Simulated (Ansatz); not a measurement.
Consider the silylene formation by 1,1-elimination: `C=C1CC1[SiH3]` → `C=C1CC1` + `[SiH2]`.

Program: Ansatz. Geometries: PBE0-D4/def2-TZVP. ΔE: electronic, gas phase. CBS: MP2 limit from def2 TZ/QZ plus the TZ coupled-cluster correction, frozen cores. This one scheme is used for every species. Functionals use def2-TZVPP.

```json
{"species": "`C=C1CC1[SiH3]`", "PBE-D4 energy (Eh)": "-446.36353"}
{"species": "`C=C1CC1`", "PBE-D4 energy (Eh)": "-155.81126"}
{"species": "`[SiH2]`", "PBE-D4 energy (Eh)": "-290.45909"}
```

Work out ΔE.

ΔE = (-155.81126) + (-290.45909) − (-446.36353) = 0.09318 Eh = +2.54 eV. CCSD(T)/CBS gives +2.51 eV.

Largest T1 diagnostic among the species: 0.014.

Leaving LDA and LC-ωPBE aside and taking each functional with its dispersion term where it has one, the values, not all of them listed here, spread over 0.36 eV, from BLYP-D4 to r2SCAN0-D4. LDA lies +0.37 eV from PBE without D4. From PBE to PBE0 (25 % exact exchange), in def2-TZVPP and without D4, ΔE moves by +0.09 eV.
